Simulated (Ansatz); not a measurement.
Below is the output of a Python script on Ansatz's Python interface that makes a check of PAW against all-electron LAPW of BaO, space group Fm-3m. Write a script that gives it. Settings (first run): PBE, PAW, the default cutoff (420 eV here), 3×3×3 k-points, fixed occupations.

```
CELL_PARAMETERS angstrom
0.00000 2.75000 2.75000
2.75000 0.00000 2.75000
2.75000 2.75000 0.00000
ATOMIC_POSITIONS crystal
Ba 0.00000 0.00000 0.00000
O 0.50000 0.50000 0.50000
```

```console
$ python paw_lapw_bao.py
DeckWarning: basis.ecutwfc = 420 eV, auto-derived from the records' recommended cutoffs: set by Ba (normal level)
DeckWarning: scf.convergence.dr2_threshold = 1e-6 eV is looser than this run's default, which is 1e-7 eV or tighter. The error in the forces grows as the threshold's square root, so leave the key out unless less accurate forces are enough
DeckWarning: output.stress: scf.convergence.dr2_threshold = 1e-6 eV is looser than the 2e-10 eV advised for a printed stress (1e-10 eV for each atom of the cell: 2). What an SCF threshold leaves in a stress goes as its square root, and in the free energy as [...]
PAW levels at the first k-point near E_F: [-0.252 -0.252 -0.252  3.932  4.967  4.967  4.967]
DeckWarning: output.stress: scf.convergence.dr2_threshold = 1e-6 eV is looser than the 1e-7 eV advised for a printed stress on datasets or a basis made for the crystal, by an estimate of what a threshold leaves in their stress. Set scf.convergence.dr2_threshold to 1e-7 eV or tighter
LAPW levels at the first k-point near E_F: [-0.251 -0.251 -0.251  3.931  4.964  4.964  4.964]
INFO:bao:     treatment  electrons in bands           P GPa  gap by band count eV
INFO:bao:           PAW                16.0           3.040                 2.645
INFO:bao:          LAPW                34.0           3.049                 2.643
```
(Warnings from the package without file and line, shortened.)

One script that gives this output:

`paw_lapw_bao.py`:
```python
"""PAW against all-electron LAPW for BaO."""

import logging
import sys

import ansatz as az
import numpy as np

logging.basicConfig(stream=sys.stdout, format="%(levelname)s:%(name)s:%(message)s")
logger = logging.getLogger("bao")
logger.setLevel(logging.INFO)

FILLING = "fixed"
XC = "pbe"
SCF_TOL = 1e-06
MAX_SCF = 150


def count_gap(report):
    # lowest empty less highest filled band, counting bands; zero where they overlap
    return max(report.get("gap_by_band_count_ev") or 0.0, 0.0)

lattice = az.Lattice.of(
    (0.0, 2.75, 2.75),
    (2.75, 0.0, 2.75),
    (2.75, 2.75, 0.0),
)
sites = [
    ("Ba", (0.0, 0.0, 0.0)),
    ("O", (0.5, 0.5, 0.5)),
]
cell = az.Crystal(lattice=lattice)
for symbol, position in sites:
    cell = cell.atom(symbol, position)

setup = (
    cell.calculation()
    .kpoints(3)
    .occupations(FILLING)
    .functional(XC)
    .scf(tolerance=SCF_TOL, max_iterations=MAX_SCF)
    .stress()
    .forces()
    .band_table()
)
variants = {
    "PAW": setup.pseudopotentials("paw"),
    "LAPW": setup.pseudopotentials("all_electron", lapw=True),
}
# totals differ by the cores that each treatment holds, so compare what does not depend on them
rows = []
for label, variant in variants.items():
    data = variant.run().report
    levels = np.array(data["eigenvalues_ev"][0]) - data["fermi_energy_ev"]
    print(label, "levels at the first k-point near E_F:", np.round(levels[np.abs(levels) < 5], 3))
    rows.append((label, data["n_electrons"], np.trace(data["stress_gpa"]) / 3, count_gap(data)))
logger.info("     treatment  electrons in bands           P GPa  gap by band count eV")
for row in rows:
    logger.info(f"{str(row[0]):>14s}  {row[1]:18.1f}  {row[2]:14.3f}  {row[3]:20.3f}")
```

PAW gives 3.040 GPa and LAPW 3.049 GPa, 0.009 GPa apart. They took 0.5 and 2.1 s of processor time.

Notes:
- The settings weren't tested for convergence.
- Along an axis with an odd division the mesh misses the point at one half; a gap read on a finite mesh is an upper bound on this functional's gap.
- Semilocal gaps usually lie well under measured ones.
- The computed bands are complete only to about 5.0 eV above the Fermi level.
- The Fermi level of a run with fixed occupations marks the highest occupied state on its mesh, not mid-gap.
- Energy and stress may still move on a finer k-point mesh.
- The structure is a deposited one; some such entries were measured under pressure or heat, so a shift against it needn't be the functional's error alone.
- Gaps and levels are Kohn-Sham values on a finite set of k-points, without spin-orbit coupling.
- Pressure is positive in compression; the treatments may keep other shells as core, so totals and counts of electrons can differ.
- Wall time of the script: 3.4 s on 1 thread of Arm Neoverse V2, with other jobs on the host, peak memory 0.37 GiB.

(A comment or docstring line of the script was reworded after the run, the code is as it ran; lines on the test bed's own set-up are left out of the output.)
